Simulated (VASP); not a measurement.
## Sb: relaxation of the atoms with PBE

Slab: Sb, a slab with vacuum.

```
CELL_PARAMETERS angstrom
3.36900 0.00000 0.00000
-1.68450 2.91764 0.00000
0.00000 0.00000 30.99000
ATOMIC_POSITIONS crystal
Sb 0.66667 0.33333 0.24201
Sb 0.33333 0.66667 0.32801
Sb 0.66667 0.33333 0.41400
Sb 0.33333 0.66667 0.50000
Sb 0.66667 0.33333 0.58600
Sb 0.33333 0.66667 0.67199
Sb 0.66667 0.33333 0.75799
```

The slab is cut from a database's or a generator's crystal, which needn't be the stable form of the element.

```
Program                   : VASP 6.6.1
Task                      : relaxation of the atoms
Functional                : PBE
Potentials or basis       : VASP PAW PBE potentials, release 64 (Sb)
Cutoff                    : 600 eV
k mesh                    : 7 × 7 × 1
Occupations               : fermi-dirac, width 0.05 eV
Spin                      : no spin polarisation
Dipole correction         : yes
Atoms held fixed (from 0) : [0, 1, 2]
Further INCAR settings    : ALGO = Fast; EDIFF = 1e-06; IBRION = 2; EDIFFG = -0.01; NSW = 40
```

| Property | Result |
| --- | --- |
| Energy gained by relaxing | 8.4 meV/atom |
| Ionic steps | 16 |

Step by step:
| step | energy change (eV) | largest force (eV/Å) | pressure (GPa) |
| --- | --- | --- | --- |
| 1 | 0.0000 | 0.5520 | 1.01 |
| 2 | -0.0209 | 0.5515 | 1.05 |
| 3 | -0.0555 | 0.5440 | 1.27 |
| 4 | -0.0558 | 0.5435 | 1.31 |
| 5 | -0.0559 | 0.5437 | 1.30 |
| 6 | -0.0564 | 0.5413 | 1.29 |
| 7 | -0.0570 | 0.5351 | 1.28 |
| 8 | -0.0573 | 0.5362 | 1.28 |
| 9 | -0.0575 | 0.5377 | 1.27 |
| 10 | -0.0577 | 0.5406 | 1.27 |
| 11 | -0.0578 | 0.5406 | 1.25 |
| 12 | -0.0580 | 0.5410 | 1.21 |
| 13 | -0.0582 | 0.5378 | 1.20 |
| 14 | -0.0587 | 0.5278 | 1.18 |
| 15 | -0.0584 | 0.5079 | 1.13 |
| 16 | -0.0588 | 0.5209 | 1.16 |

Final structure:
```
Sb
1.0
     3.36900    0.00000    0.00000
    -1.68450    2.91764    0.00000
     0.00000    0.00000   30.99000
Sb
7
Direct
  0.66667 0.33333 0.24201
  0.33333 0.66667 0.32801
  0.66667 0.33333 0.41400
  0.33333 0.66667 0.50093
  0.66667 0.33333 0.58489
  0.33333 0.66667 0.67815
  0.66667 0.33333 0.75826
```

Levels at points of the mesh, in eV from the Fermi level:
```
           k point  band 13  band 14  band 15  band 16  band 17  band 18  band 19  band 20
(0.00, 0.00, 0.00)     2.43     3.38     3.38     3.59     3.59     3.65     3.82     3.82
```

Wall time 19 min on 1 thread of Intel(R) Xeon(R) Platinum 8488C (Sapphire Rapids), on a shared host, peak memory 0.52 GiB.

Caveat: the bands computed are all filled at some k points, so no gap is given. Spin-orbit coupling is left out, which matters for the levels of Sb.
